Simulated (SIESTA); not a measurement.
The system is Al2O3 (Corundum).

```xyz
10
Lattice="2.3803 1.3742 4.3319 -2.3803 1.3742 4.3319 0.0000 -2.7485 4.3319" Properties=species:S:1:pos:R:3 pbc="T T T"
Al    0.0000    0.0000   11.0743
Al    0.0000    0.0000    8.4191
Al    0.0000    0.0000    1.9213
Al    0.0000    0.0000    4.5765
O    -1.6503   -0.1099    5.4148
O     0.7300    1.4841    5.4148
O     0.9203   -1.3742    5.4148
O     1.6503    0.1099    7.5808
O    -0.7300   -1.4841    7.5808
O    -0.9203    1.3742    7.5808
```

Base run:

| Item | Value |
| --- | --- |
| Program | SIESTA 5.4.2 |
| Functional | PBE |
| Potentials or basis | PseudoDojo 0.4 standard (PBE files) |
| Basis | TZDP (energy shift 0.002 Ry; radii capped at 9.5 bohr) |
| Grid cutoff | 800 Ry |
| Energy shift | 0.002 Ry |
| k mesh | 7 × 7 × 7 |
| Occupations | fermi-dirac, width 0.05 eV |
| Spin | no spin polarisation |

Its results: band gap on the k mesh 6.25 eV, direct; pressure 7.6 GPa; largest force 0.081 eV/Å.

Problem. The run is repeated on the same cell with these changes: potentials or basis from PseudoDojo 0.4 standard (PBE files) to SG15 1.2 with PseudoDojo 0.4 standard (PBE files); basis from TZDP (energy shift 0.002 Ry; radii capped at 9.5 bohr) to DZP (energy shift 0.002 Ry; radii capped at 9.5 bohr). What comes out?

Solution. Band gap on the k mesh 6.24 eV, direct; pressure 9.4 GPa; largest force 0.032 eV/Å.

Caveats: the basis of atomic orbitals isn't converged, which shifts pressures, moduli and gaps.
